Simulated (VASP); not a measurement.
The system is NaH.

```
CELL_PARAMETERS angstrom
0.00000 2.44000 2.44000
2.44000 0.00000 2.44000
2.44000 2.44000 0.00000
ATOMIC_POSITIONS crystal
Na 0.00000 0.00000 0.00000
H 0.50000 0.50000 0.50000
```

| Property | Result |
| --- | --- |
| Program | VASP 6.6.1 |
| Task | relaxation of cell and atoms |
| Functional | PBE |
| Dispersion | D3(BJ) |
| Potentials or basis | VASP PAW PBE potentials, release 64 (Na_pv, H) |
| Cutoff | 600 eV |
| k mesh | 10 × 10 × 10 |
| Occupations | gaussian, width 0.03 eV |
| Spin | no spin polarisation |

At the start: pressure -2.2 GPa; volume 14.53 Å³/atom.

Where does the relaxation end?

Over 4 steps the energy falls by 10.2 meV/atom and the volume is 13.12 Å³/atom (-9.7 %); space group Fm-3m (No. 225, to 0.05 Å).

Step by step:
| step | energy change (eV) | largest force (eV/Å) | pressure (GPa) | volume (Å³) |
| --- | --- | --- | --- | --- |
| 1 | 0.0000 | 0.0000 | -2.17 | 29.05 |
| 2 | -0.0098 | 0.0000 | -1.63 | 28.23 |
| 3 | -0.0197 | 0.0000 | -0.47 | 26.77 |
| 4 | -0.0205 | 0.0000 | 0.05 | 26.24 |

Final structure:
```xyz
2
Lattice="0.0000 2.3585 2.3585 2.3585 0.0000 2.3585 2.3585 2.3585 0.0000" Properties=species:S:1:pos:R:3 pbc="T T T"
Na    2.3585    0.0000    2.3585
H     2.3585    2.3585    2.3585
```
